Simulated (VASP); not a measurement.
Set up this calculation in VASP 6.6.1, as the native input.

| Property | Result |
| --- | --- |
| Task | single point |
| Functional | PBE |
| Potentials or basis | VASP PAW PBE potentials, release 64 (Pr) |
| Cutoff | 520 eV |
| k mesh | 9 × 9 × 9 |
| Occupations | fermi-dirac, width 0.05 eV |
| Spin | collinear spin, ferromagnetic start |
| Starting moments | [2.0] μB |
| Further INCAR settings | ALGO = Normal; EDIFF = 1e-07; NBANDS = 16 |

The structure of Pr lies in POSCAR:

```
Pr
1.0
   -2.1944725387      2.1944725387      1.8859478524
    2.1944725387     -2.1944725387      1.8859478524
    2.1944725387      2.1944725387     -1.8859478524
Pr
1
Direct
    0.0000000000      0.0000000000      0.0000000000
```

This isn't the form of Pr at room conditions, which is double hcp.

One way to write it, as run:

INCAR

```
  PREC = Accurate
  ENCUT = 520
  EDIFF = 1E-7
  ISMEAR = -1
  SIGMA = 0.05
  LREAL = F
  LASPH = T
  NELM = 120
  ALGO = Normal
  ISIF = 2
  LWAVE = F
  LCHARG = T
  ISPIN = 2
  MAGMOM = 2
  LORBIT = 11
  LMAXMIX = 6
  GGA = PE
  LELF = T
  LVHAR = T
  NBANDS = 16
```

KPOINTS

```
Automatic mesh
0
Gamma
  9 9 9
```

Potentials or basis: VASP PAW PBE potentials, release 64 (Pr).

Launch:

```sh
$ cat potpaw_PBE.64/Pr/POTCAR > POTCAR
$ mpirun -np 1 vasp_std > vasp.out
```

It gave:

* Pressure: -1.7 GPa
* Band gap on the k mesh: none (metal or under the smearing width)
* Net moment: 2.92 μB per cell
* Site moments: Pr +2.29 μB
* Valence electrons inside the program's atomic spheres: Pr 10.01

Caveat: the magnetic or orbital state may not be the lowest; spin-orbit coupling is left out, which moves the levels of the heavy elements.

Run time: 8.9 min on 1 thread of AMD EPYC 7R43 64-Core Processor (Zen 3) (shared host), peak memory 0.21 GiB.
